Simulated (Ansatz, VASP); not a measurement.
# One calculation of Ta2C3, two programs

Contents of INCAR:

```
SYSTEM = Ta2C3
PREC = Accurate ; ENCUT = 520
EDIFF = 1E-6 ; ISMEAR = 0
SIGMA = 0.1 ; LREAL = .False.
LASPH = .True. ; NELM = 80
ALGO = Normal ; ISIF = 2
LWAVE = .False. ; LCHARG = .False.
GGA = PE ; NBANDS = 25
```

Contents of KPOINTS:

```
Automatic mesh
0
Gamma
  4 4 4
  0 0 0
```

POSCAR

```
Ta2C3
1.0
    4.1215981100      0.0000000000      0.0000000000
    0.0000000000      4.1215981100      0.0000000000
    0.0000000000      0.0000000000      4.9546165600
Ta C
2 3
Direct
    0.0000000000      0.0000000000      0.5913670200
    0.0000000000      0.0000000000      0.1457074000
    0.5000000000      0.0000000000      0.8079161300
    0.0000000000      0.5000000000      0.8079161300
    0.5000000000      0.5000000000      0.2193865800
```

Input for Ansatz:

```yaml
crystal:
  lattice:
    - [4.12159811, 0.0, 0.0]
    - [0.0, 4.12159811, 0.0]
    - [0.0, 0.0, 4.95461656]
  atoms:
    - { symbol: Ta, position: [0.0, 0.0, 0.59136702] }
    - { symbol: Ta, position: [0.0, 0.0, 0.1457074] }
    - { symbol: C, position: [0.5, 0.0, 0.80791613] }
    - { symbol: C, position: [0.0, 0.5, 0.80791613] }
    - { symbol: C, position: [0.5, 0.5, 0.21938658] }
basis:
  ecutwfc: 420
kpoints:
  mp_grid: { grid: [4, 4, 4] }
hamiltonian:
  xc: pbe
scf:
  occupations: { method: gaussian, width: 0.1 }
  lower_state_search: "off"
output:
  forces: true
  stress: true
  eigenvalues: true
```

Alike in both runs: task single point; functional PBE; k mesh 4 × 4 × 4; occupations gaussian, width 0.1 eV; no spin polarisation.

```csv
,VASP,Ansatz
version,VASP 6.6.1,Ansatz 0.2.0
potentials or method,"VASP PAW PBE potentials, release 64 (Ta_pv, C)","scalar-relativistic, plane waves, PAW"
plane-wave cutoff (eV),520,420
valence electrons in the cell,34,38
```

|  | VASP | Ansatz | Ansatz less VASP |
| --- | --- | --- | --- |
| gap on the k mesh at the Fermi level (eV) | none | none | - |
| pressure (GPa) | -19.7 | -19.9 | -0.23 |
| largest component of the traceless stress (GPa) | 36.79 | 36.45 | -0.346 |
| rms of the force components (eV/Å) | 3.976 | 3.939 | -0.0371 |

Atom by atom the forces differ by 0.037 eV/Å (rms over components). A gap of «none» marks a metal or a gap that the smearing closes. The functional is the same, so the differences come from potentials, cutoffs and numerics. The two sets of potentials don't hold the same shells in valence.

Caveats: the k mesh is coarse (spacing up to 0.38 Å⁻¹), so the values aren't converged; so large a pressure means that the cell lies far from this level's equilibrium, or that cutoff or potentials fall short (VASP); forces of over 1 eV/Å show positions far from the minimum, so gaps and moduli don't describe the material at rest. The runs have no spin-orbit coupling, so splittings on Ta are missing.
